**Q:** I have five calculated volumes for the same hexagonal form of diamond, all with the PBE functional. How closely should I expect such programs to agree?

Static-lattice PBE calculations, without dispersion correction or spin polarisation, for a hexagonal form of diamond (P6₃/mmc, 8 atoms per cell), with a 12×12×4 k mesh and Fermi-Dirac smearing of 0.05 eV. Volumes, bulk moduli and their pressure slopes come from Birch-Murnaghan fits; the basis is given as a plane-wave cutoff in eV or as Kmax in bohr⁻¹.

| program | potentials | basis | equilibrium volume (Å³/atom) | bulk modulus (GPa) | bulk modulus slope | equilibrium volume less the median of the rows (Å³/atom) |
| --- | --- | --- | --- | --- | --- | --- |
| Ansatz | Ansatz-PAW-accurate | 800 eV | 5.701 | 434.1 | 3.700 | -0.005 |
| FLEUR | all-electron | 5 Kmax | 5.702 | 434.3 | 3.850 | -0.004 |
| Ansatz | PseudoDojo stringent | 1115.67 eV | 5.706 | 432.9 | 3.710 | 0.000 |
| Ansatz | SSSP-efficiency-PAW | 612.256 eV | 5.708 | 434.4 | 3.720 | 0.002 |
| FLEUR | all-electron | 4.5 Kmax | 5.759 | 440.9 | 3.410 | 0.053 |

**A:** Here the scale to remember is a tenth of a percent for four of the rows, and a full percent for the fifth. The four lie within 0.007 Å³/atom of each other, whether they use pseudopotentials, PAW or all electrons. FLEUR at 4.5 Kmax lies 0.057 Å³/atom above FLEUR at 5 Kmax, about eight times that spread.

**Q:** FLEUR treats all the electrons. Couldn't the odd row be the right one, and the pseudised rows wrong?

**A:** The second FLEUR row speaks against that. It is just as all-electron, yet its volume falls among those of the pseudised rows. What changed between the two FLEUR runs is the basis. Kmax is the largest wave number of the plane waves that describe the electrons between the atoms, and the lower value leaves out the finest waves.

**Q:** A poorer basis gives a higher energy, I understand. Why should it give a larger crystal?

**A:** An error that was equal at every volume would lift the whole energy curve and leave its minimum in place. Only an uneven error moves the minimum. The poorer FLEUR settings cost 83 meV/atom in the most compressed cell but 64 meV/atom in the most expanded one. The crystal can therefore lower its false energy by growing, which acts like a pressure from inside.

**Q:** Is that pressure large enough to explain a whole percent?

**A:** Yes, and you can work it out by hand. The penalty falls by 19 meV/atom while the volume grows by 0.68 Å³/atom, from 5.33 to 6.01. That is 28 meV/Å³, or about 4.5 GPa. Near the minimum, a pressure $P$ changes the volume $V$ by

$$\Delta V \approx \frac{V P}{B},$$

where $B$ is the bulk modulus, the resistance to compression. With the values of the better FLEUR run,

$$\Delta V \approx \frac{5.70 \times 4.5}{434} \approx 0.059\ \text{Å}^3/\text{atom}.$$

The table has 0.057. The formula has no adjustable constant, but it uses the same energies from which the two volumes were obtained. It therefore confirms how the shift arises; it is not a second measurement of it. The printed analysis below gives the steps.

**Q:** Why does compression make the poor basis worse?

**A:** The numbers show that it does; the reason is an argument from theory. When atoms are pushed together, the wave functions must vary more rapidly in the narrower space between them, and that calls for the short waves which a low Kmax leaves out. Inside the sphere around each nucleus, FLEUR uses functions of limited angular momentum instead of plane waves. Closer neighbours distort the electrons there more strongly, so the error from that limit should grow too. Unlike missing plane waves, though, a limit set too low can push the energy either way.

**Q:** So is Kmax to blame, or the limit inside the spheres?

**A:** These runs can't separate the two, because both were raised together, along with the cutoff for the density and potential. The poorer run does break a common rule for the spheres: the highest angular momentum should be at least the sphere radius times Kmax. In the poorer run that product is 5.9 and the limit was 5; in the better run it is 6.6 and the limit was 7. That doesn't tell how much of the shift comes from the spheres; runs that changed one setting at a time would.

**Q:** The odd row also has the highest bulk modulus. Shouldn't a crystal with longer bonds be softer?

**A:** It should, if the larger volume were the only change. But the penalty doesn't fall along a straight line. It drops by 10.7 meV/atom on the compressed side of the given cell and by only 8.3 over an equal step on the expanded side. This bend adds to the curvature of the energy, and curvature is what the modulus measures. In the fits the false stiffness outweighs the softening, and the modulus ends 6.6 GPa higher. Even the direction isn't certain, though: each FLEUR curve rests on five energies, and the three inner ones alone give a bend only about half as strong, too weak to outweigh the softening. The two FLEUR modulus slopes depend on still finer detail of the curves, so their difference shouldn't be read as physics.

**Q:** Then may I conclude that freezing the core electrons does no harm in carbon?

**A:** Only that no harm is visible at the level of a tenth of a percent. Carbon's 1s electrons are deep and compact and hardly notice the bonding, so a small effect is what chemistry suggests. But the last step in the FLEUR settings moved the volume by far more than the differences you want to interpret, and no finer run shows that the movement has stopped.

**Q:** What should I check before I trust a calculated volume?

**A:** Repeat the most compressed and the most expanded cell with a better basis, and compare the two energy gains. If they are equal, the volume should hardly move, even when the gains are large; a third cell near the minimum shows whether the gain runs smoothly in between. If they differ, turn the difference into a pressure and divide by the modulus: that is the fractional error in volume which the better basis removes. As long as the shift stays small, the same false pressure would change the volume of a solid ten times softer by about ten times as large a fraction.

Output of the analysis:

```
Energy rise from 5.672 A^3/atom and fit residual in meV/atom:
     row  rise to 5.332  rise to 6.012  fit residual
  Ansatz          35.85          20.94      0.001801
   FLEUR          36.19          20.76       0.03203
  Ansatz          36.63          20.17      0.001224
  Ansatz          37.02          20.03       0.00165
   FLEUR          46.85          12.49         0.111
Penalty of FLEUR 4.5 against 5 Kmax at 5.332 A^3/atom (meV/atom): 82.77
Penalty at 5.672 A^3/atom (meV/atom): 72.11
Penalty at 6.012 A^3/atom (meV/atom): 63.84
Fall of the penalty on the compressed side, 5.332 to 5.672 (meV/atom): 10.66
Fall of the penalty on the expanded side, 5.672 to 6.012 (meV/atom): 8.27
False outward pressure from the penalty between 5.445 and 5.899 A^3/atom (GPa): 4.512
Volume shift estimated as volume times pressure over modulus (A^3/atom): 0.05924
Volume shift in the table, FLEUR 4.5 less 5 Kmax (A^3/atom): 0.057
The same shift in percent of the volume: 0.9996
Modulus change, FLEUR 4.5 less 5 Kmax (GPa): 6.6
Volume spread of the other four rows (A^3/atom): 0.007
The same spread in percent of the volume: 0.1228
FLEUR shift over the spread of the other four rows (ratio): 8.143
Pressure at 5.672 A^3/atom in GPa (0 means not given):
     row  pressure  equilibrium volume
  Ansatz     2.258               5.701
   FLEUR         0               5.702
  Ansatz     2.624               5.706
  Ansatz     2.743               5.708
   FLEUR         0               5.759
Muffin-tin radius times Kmax at 4.5 and lmax 5: 5.895
Muffin-tin radius times Kmax at 5 and lmax 7: 6.55
```
